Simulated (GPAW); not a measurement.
Runs of GPAW 26.7.0 on CoO. Symmetry: I4/mmm, No. 139, tetragonal system. Conventional cell: a = 3.016 Å, b = 3.016 Å, c = 4.215 Å, α = 90.00°, β = 90.00°, γ = 90.00°. Co (site symmetry 4/mmm) is surrounded by 6 O at 2.11 to 2.13 Å. O (site symmetry 4/mmm) is surrounded by 6 Co at 2.11 to 2.13 Å. 

```tsv
task	level	potentials or basis	spin	U	cell	k mesh	smearing	optimizer	fmax	max steps	convergence	gap on the mesh (eV)	pressure (GPa)	moment (μB)	relaxed volume (Å³/atom)
single point	PBE+U	GPAW PAW data sets (gpaw-data 1.2.1), pw	collinear, ferromagnetic start	Co d U = 8 eV	as given	12 × 12 × 12	fermi-dirac 0.05 eV	-	-	-	-	none	6.0	3.00	-
relaxation of cell and atoms	PBEsol+D4	PAW data sets generated in the run's folder for this functional, pw	collinear, ferromagnetic start	-	relaxed	9 × 9 × 9	fermi-dirac 0.05 eV	BFGS	0.02 eV/Å	60	density=1e-05 forces=0.0001	none	0.2	2.74	9.01
single point	PBE+U	GPAW PAW data sets (gpaw-data 1.2.1), pw	collinear, ferromagnetic start	Co d U = 3 eV	as given	12 × 12 × 12	fermi-dirac 0.05 eV	-	-	-	-	none	3.5	3.00	-
single point	PBE	GPAW PAW data sets (gpaw-data 1.2.1), pw	collinear, ferromagnetic start	-	as given	12 × 12 × 12	fermi-dirac 0.05 eV	-	-	-	-	none	(c)	2.92	-
relaxation of cell and atoms	PBEsol+D3(BJ)	PAW data sets generated in the run's folder for this functional, pw	collinear, ferromagnetic start	-	relaxed	9 × 9 × 9	fermi-dirac 0.05 eV	BFGS	0.02 eV/Å	60	density=1e-05 forces=0.0001	none	0.2	2.73	8.94
single point	PBE+U	GPAW PAW data sets (gpaw-data 1.2.1), pw	collinear, ferromagnetic start	Co d U = 1 eV	as given	12 × 12 × 12	fermi-dirac 0.05 eV	-	-	-	-	none	2.4	3.00	-
single point	LDA+U	the program's PAW data sets (release 1.2.1) made for this functional, pw	collinear, random start	Co d U = 3 eV	as given	9 × 9 × 9	gaussian 0.05 eV	-	-	-	-	none	-27.8	1.00	-
single point	LDA+U	the program's PAW data sets (release 1.2.1) made for this functional, pw	collinear, ferromagnetic start	Co d U = 3 eV	as given	9 × 9 × 9	gaussian 0.05 eV	-	-	-	-	none	-13.4	3.00	-
single point	PBE+U	GPAW PAW data sets (gpaw-data 1.2.1), pw	collinear, zero start	Co d U = 4 eV	as given	9 × 9 × 9	gaussian 0.05 eV	-	-	-	-	none	-14.8	0.00	-
relaxation of cell and atoms	PBEsol	PAW data sets generated in the run's folder for this functional, pw	collinear, ferromagnetic start	-	relaxed	9 × 9 × 9	fermi-dirac 0.05 eV	BFGS	0.02 eV/Å	60	density=1e-05 forces=0.0001	none	-0.2	2.76	(b)
single point	PBE+U	GPAW PAW data sets (gpaw-data 1.2.1), pw	collinear, ferromagnetic start	Co d U = 5 eV	as given	12 × 12 × 12	fermi-dirac 0.05 eV	-	-	-	-	none	(a)	3.00	-
single point	PBE+U	GPAW PAW data sets (gpaw-data 1.2.1), pw	collinear, ferromagnetic start	Co d U = 2 eV	as given	12 × 12 × 12	fermi-dirac 0.05 eV	-	-	-	-	none	3.0	3.00	-
```

Alike in all rows: cutoff (eV) 800.

Task: Fill in the values left out.

Result: (a) 4.5; (b) 9.12; (c) 0.6.

Caveats: a cell with one magnetic atom can't hold antiferromagnetic order, which such compounds often take (some runs); semilocal functionals often make such compounds metallic where correlation or magnetic order opens a gap, which also shifts bond lengths (some runs); each step starts from the last one's moments, so a moment once lost doesn't come back (some runs); later steps reuse the first step's grids (some runs); pairwise dispersion overbinds metals, which lowers pressure and volume (some runs); the run has no moments, though such compounds are often magnetic (some runs); a magnetic state may lie lower (some runs).

A k mesh can miss the band edges.

A gap of «none» marks a metal or a gap under the smearing width.

Not every run made on this cell is shown here.
